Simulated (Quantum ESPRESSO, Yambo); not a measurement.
An input for Yambo 5.3.0 (AgBr (Fm-3m)):

```
optics
bss
bse
em1s
dipoles
rim_cut
RandQpts= 1000000
RandGvec= 1 RL
Chimod= "HARTREE"
BSKmod= "SEX"
BSEmod= "resonant"
BSSmod= "d"
BSENGexx= 1 RL
BSENGBlk= 6 Ry
% BSEQptR
 1 | 1 |
%
% BSEBands
 11 | 23 |
%
% BEnRange
 0 | 8 | eV
%
% BDmRange
 0.1 | 0.1 | eV
%
BEnSteps= 161
% BLongDir
 1 | 0 | 0 |
%
% BndsRnXs
 1 | 109 |
%
NGsBlkXs= 6 Ry
% LongDrXs
 1 | 1 | 1 |
%
% KfnQP_E
 1.91 | 1.0 | 1.0 |
%
WRbsWF
```

The database entry behind the starting cell differs from later determinations by our own check (about 0.6 % short of the room-temperature cell), so it need not match the best structure at ambient conditions.

```sh
OMP_NUM_THREADS=1 mpirun -n 4 yambo -F bse5.in -J bse5,bse3_W -C bse5 > bse5.log
```

The stored states that it reads are on a 4×4×4 mesh. Symmetry: Fm-3m, No. 225, cubic system. Conventional cell: a = 5.740 Å, b = 5.740 Å, c = 5.740 Å, α = 90.00°, β = 90.00°, γ = 90.00°. Nearest to Ag lie 6 Br at 2.87 Å. Nearest to Br lie 6 Ag at 2.87 Å. Farther neighbours and most contacts between anions are not listed.

Estimate wall time and host memory on 4 MPI ranks of Arm Neoverse V1, shared host.

It took 68 s; on shared hardware allow 34 s to 2.3 min. Peak host memory was 1.5 GiB.

The kernel grows as the square of the matrix size, and full diagonalisation as its cube.

[Paths, hosts, dates, memory and timing lines, banners, echoed tables and standing remarks are left out of the program output.]

[Logs are printed without paths, hosts, clocks, repeated set-up lines and the standing remarks that a program may print on its own settings, such as how far it seeks lower states.]

[Runs of the session that timed out or met a known fault of the program may be left out.]

[Hosts, paths, dates, database ids (printed as entryN), source tags and the programs' standing remarks are cut or masked in the printed files.]
